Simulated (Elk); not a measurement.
The cell is the one relaxed in the Materials Project (mp-1059259), not relaxed further here; entries there can be hypothetical.

A run on Cu: DFT, PBE, all-electron APW+lo, Dirac cores, scalar-relativistic bands (Elk 11.2.3 with local patches). The input:

```
tasks
  0
  110
  115

xctype
  20

rgkmax
  8.0

gmaxvr
  16.0

lmaxapw
  10

lmaxo
  7

lmaxi
  3

nrmtscf
  2.0

nempty
  8

epspot
  1e-06

epsengy
  1e-05

maxscl
  60

hmaxvr
  6.0

lradstp
  4

swidth
  0.003

mixtype
  0

beta0
  0.8

tforce
  .true.

sppath
  './'

avec
  2.30256266690 -7.51426540764 0.00000000000
  2.30256266690 7.51426540764 0.00000000000
  0.00000000000 0.00000000000 4.67800856215

atoms
  1
  'Cu.in'
  2
  0.133866650000 0.866133350000 0.250000000000   0.000 0.000 0.000
  0.866133350000 0.133866650000 0.750000000000   0.000 0.000 0.000

ngridk
  12 12 12
```

Sphere radii set in the species files: Cu 2.11 bohr.

Total energy and RMS change of the potential by loop (first and last loops):

```csv
loop,E (Ha),RMS ΔV (Ha)
1,-3291.799899,–
2,-3371.995283,1.32e+00
3,-3160.294251,3.39e+00
4,-3565.506499,5.53e+00
5,-2994.946456,7.84e+00
53,-3085.736602,5.19e+00
54,-3387.721715,2.59e+00
55,-3430.502419,2.62e+00
56,-3087.168653,5.16e+00
57,-3385.921223,2.56e+00
58,-3431.205102,2.63e+00
59,-3085.768279,5.19e+00
60,-3387.680536,–
```

Messages:

```
Warning(linengy): could not find 2 linearisation energies in s.c. loop 6
Warning(linengy): could not find 2 linearisation energies in s.c. loop 9
[...]
Warning(linengy): could not find 2 linearisation energies in s.c. loop 60
Warning(rhonorm): total charge density incorrect for s.c. loop 1
 Calculated :    52.82311333
 Required   :    58.00000000
```

**Question.** Is the run sound, and if not, why?

**Answer.** No. The loop stopped after 60 iterations without meeting its targets: with linear mixing, beta0 = 0.8 the potential runs away or oscillates, and any warnings on linearisation energies follow from that.
